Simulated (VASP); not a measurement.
Crystal: Mg.

```
Mg
1.0
     3.05030    0.00000    0.00000
    -1.52515    2.64164    0.00000
     0.00000    0.00000    3.04484
Mg
1
Direct
  0.00000 0.00000 0.00000
```

This isn't the form of Mg at room conditions, which is hcp.

| Item | Value |
| --- | --- |
| Program | VASP 6.6.1 |
| Task | single point |
| Functional | r2SCAN |
| Potentials or basis | VASP PAW PBE potentials, release 64 (Mg) |
| Cutoff | 900 eV |
| k mesh | 18 × 18 × 16 |
| Occupations | methfessel-paxton, width 0.1 eV |
| Spin | no spin polarisation |

On this cell: pressure 0.4 GPa; band gap on the k mesh none (metal or under the smearing width).

The same run follows on a disturbed copy (grid = ENCUT=900 k=18x18x16 ISMEAR=1 SIGMA=0.1 PREC=Accurate EDIFF=1e-08 LREAL=False ADDGRID=False LASPH=True; cell strained at random at fixed volume):

```xyz
1
Lattice="3.1431 -0.0084 -0.0278 -1.5788 2.6047 0.0277 -0.0278 0.0159 3.0021" Properties=species:S:1:pos:R:3 pbc="T T T"
Mg   -0.0642    0.0307    0.0255
```

What changes?

The energy (extrapolated to zero smearing) moves by +3.4 meV/atom; pressure 0.2 GPa; band gap on the k mesh none (metal or under the smearing width).

Stress tensor (GPa, compression positive):
```
-1.16  0.18 -0.16
 0.18  1.09  0.06
-0.16  0.06  0.79
```

Caveats: the PAW data sets were made with another functional, which shifts forces and pressure a little.
